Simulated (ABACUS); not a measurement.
Os:

```xyz
2
Lattice="2.7341 0.0000 0.0000 -1.3671 2.3678 0.0000 0.0000 0.0000 4.3197" Properties=species:S:1:pos:R:3 pbc="T T T"
Os    1.3671    0.7893    3.2398
Os    0.0000    1.5785    1.0799
```

Base run:

| Quantity | Value |
| --- | --- |
| Program | ABACUS 3.10.1 |
| Functional | revPBE |
| Potentials or basis | PseudoDojo NC SR 0.4.1 PBE standard |
| Cutoff | 1007 eV |
| Density cutoff | 4027 eV |
| Basis | plane waves |
| k mesh | 9 × 9 × 5 |
| Occupations | fermi-dirac, width 0.05 eV |
| Spin | no spin polarisation |

Its results: band gap on the k mesh none (metal or under the smearing width); pressure 10.7 GPa.

Task: The run is repeated on the same cell with these changes: functional from revPBE to PBEsol; potentials or basis from PseudoDojo NC SR 0.4.1 PBE standard to GBRV ultrasoft 1.5 PBEsol; cutoff from 1007 eV to 544 eV; density cutoff from 4027 eV to 4354 eV. What comes out?

Result: Band gap on the k mesh none (metal or under the smearing width); pressure -3.3 GPa.

Caveats: the potentials were made for another functional, which shifts forces and pressure (some runs).
